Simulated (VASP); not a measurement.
Set up this calculation in VASP 6.6.1, as the native input.

* Task: single point
* Functional: HSE(alpha, omega)
* Potentials or basis: VASP PAW PBE potentials, release 64 (As)
* Cutoff: 520 eV
* k mesh: 5 × 5 × 5
* Occupations: fermi-dirac, width 0.05 eV
* Spin: no spin polarisation
* Screening parameter: 0.6
* Grid for exact exchange (PRECFOCK): Fast
* Further INCAR settings: ALGO = Normal; EDIFF = 1e-06; NBANDS = 12

The system is As.

```
CELL_PARAMETERS angstrom
-2.70368 0.00000 -2.70368
0.00000 -2.70368 -2.70368
-2.70368 -2.70368 0.00000
ATOMIC_POSITIONS crystal
As 0.27635 0.22714 0.25690
As 0.72365 0.77286 0.74310
```

This isn't the form of As at room conditions, which is rhombohedral.

The cell isn't the ideal one: all atoms moved at random.

The input as run:

POSCAR

```
As
1.0
   -2.7036817400      0.0000000000     -2.7036817400
    0.0000000000     -2.7036817400     -2.7036817400
   -2.7036817400     -2.7036817400      0.0000000000
As
2
Direct
    0.2763515400      0.2271399200      0.2568997100
    0.7236484600      0.7728600800      0.7431002900
```

INCAR.step1

```
SYSTEM = As
PREC     = Accurate       ! precision mode
ENCUT    = 520            ! plane-wave cutoff, eV
EDIFF    = 1E-5           ! SCF threshold, eV
ISMEAR   = -1             ! smearing method
SIGMA    = 0.05           ! smearing width, eV
LREAL    = .False.        ! projectors in reciprocal space
LASPH    = .True.         ! aspherical terms in the spheres
NELM     = 60             ! most SCF steps
ALGO     = Normal         ! electronic algorithm
ISIF     = 2              ! what is computed and relaxed
LWAVE    = .True.         ! write WAVECAR
LCHARG   = .False.        ! write CHGCAR
NBANDS   = 12             ! bands
GGA      = PE             ! functional
```

INCAR.step2

```
SYSTEM = As
PREC     = Accurate       ! precision mode
ENCUT    = 520            ! plane-wave cutoff, eV
EDIFF    = 1E-6           ! SCF threshold, eV
ISMEAR   = -1             ! smearing method
SIGMA    = 0.05           ! smearing width, eV
LREAL    = .False.        ! projectors in reciprocal space
LASPH    = .True.         ! aspherical terms in the spheres
NELM     = 60             ! most SCF steps
ALGO     = Normal         ! electronic algorithm
ISIF     = 2              ! what is computed and relaxed
LWAVE    = .False.        ! write WAVECAR
LCHARG   = .False.        ! write CHGCAR
GGA      = PE             ! functional
LHFCALC  = .True.         ! exact exchange
HFSCREEN = 0.6            ! screening, 1/A
AEXX     = 0.25           ! exact-exchange fraction
PRECFOCK = Fast         
NBANDS   = 12             ! bands
ISTART   = 1
```

KPOINTS

```
regular mesh
0
Gamma
  5 5 5
  0 0 0
```

Potentials or basis: VASP PAW PBE potentials, release 64 (As).

Run with:

```sh
$ cat potpaw_PBE.64/As/POTCAR > POTCAR
$ cp INCAR.step1 INCAR
$ mpirun -np 1 vasp_std > vasp.out
$ cp INCAR.step2 INCAR
$ mpirun -np 1 vasp_std > vasp.out
```

Results of the run:

| Property | Result |
| --- | --- |
| Pressure | 2.4 GPa |
| Largest force | 0.803 eV/Å |
| Band gap on the k mesh | 0.18 eV, indirect (least direct gap 0.34 eV) |

Caveat: the PAW data sets were made with another functional, which shifts forces and pressure a little; an odd mesh through Γ misses points on the zone boundary, where band edges often lie.

Wall time 5.7 min on 1 thread of Intel(R) Xeon(R) 6975P-C (Granite Rapids) (shared host), peak memory 0.28 GiB.
